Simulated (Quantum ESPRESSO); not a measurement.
## What a tighter setting buys: conv_thr, CsI (Pm-3m, 2 atoms in the cell)

```
CsI
1.0
    4.62509     0.00000     0.00000
    0.00000     4.62509     0.00000
    0.00000     0.00000     4.62509
Cs I
1 1
Direct
  0.00000   0.00000   0.00000
  0.50000   0.50000   0.50000
```

Method: PBE, PSlibrary ultrasoft (PBE) pseudopotentials (plane waves; Quantum ESPRESSO 7.5).

Base settings: ecutwfc = 40 Ry; ecutrho = 280 Ry; occupations = smearing; smearing = fermi-dirac; degauss = 0.0036749 Ry; potentials = {Cs: Cs.pbe-spn-rrkjus_psl.1.0.0.UPF, I: I.pbe-n-rrkjus_psl.1.0.0.UPF}; K_POINTS = automatic 4 4 4 0 0 0; conv_thr = 1e-11 Ry; mixing_beta = 0.7.

Misses are taken against the tightest run, 7.3e-14 Ry, which need not be fully converged itself. The energy is the free energy per atom.

The count of work is k-points × plane waves × bands × iterations; it is no time, and leaves out set-up, grids and terms that scale otherwise. Core times come from one kind of shared machine and are given to one figure; runs under 30 s give none.

The starting cell comes from a database of computed structures (which also holds hypothetical and non-ambient phases and stackings), without a prior relaxation at this level. Its lattice was rescaled by a random factor within 2.5 % of one. Spin-orbit coupling is off.

The runs (conv_thr): 0.0073 Ry | 0.00073 Ry | 7.3e-05 Ry | 7.3e-06 Ry | 7.3e-07 Ry | 7.3e-08 Ry | 7.3e-10 Ry | 1e-11 Ry | 7.3e-12 Ry | 7.3e-14 Ry.

Question: Which is the coarsest setting among those run that, with all tighter ones, holds the energy within 10 meV/atom of the reference, and what does it save?

Answer: 0.00073 Ry, off by 1.6 meV/atom; it needs 0.20 of the reference's count of work.

Question: For at most 0.3 times the reference's count of work, which run misses the energy least?

Answer: 0.00073 Ry, with a miss of 1.6 meV/atom at a count of 0.20.

| conv_thr | energy less reference (meV/atom) | pressure less reference (GPa) | gap on the mesh less reference (eV) | count of work / reference | core time / reference (rough) |
|---|---|---|---|---|---|
| 0.0073 Ry | 14.80 | -2.73 | -0.295 | 0.13 | – |
| 0.00073 Ry | 1.56 | -0.53 | -0.043 | 0.20 | – |
| 7.3e-05 Ry | 0.01 | 0.00 | -0.007 | 0.33 | 0.5 |
| 7.3e-06 Ry | 0.01 | 0.00 | -0.007 | 0.33 | 0.5 |
| 7.3e-07 Ry | 0.01 | 0.00 | -0.007 | 0.33 | 0.5 |
| 7.3e-08 Ry | 0.00 | 0.01 | 0.001 | 0.47 | 0.6 |
| 7.3e-10 Ry | 0.00 | 0.00 | 0.000 | 0.53 | 0.7 |
| 1e-11 Ry | 0.00 | 0.00 | 0.000 | 0.80 | 0.9 |
| 7.3e-12 Ry | 0.00 | 0.00 | 0.000 | 0.80 | 0.9 |
| 7.3e-14 Ry | 0.00 | 0.00 | 0.000 | 1.0 | 1 |
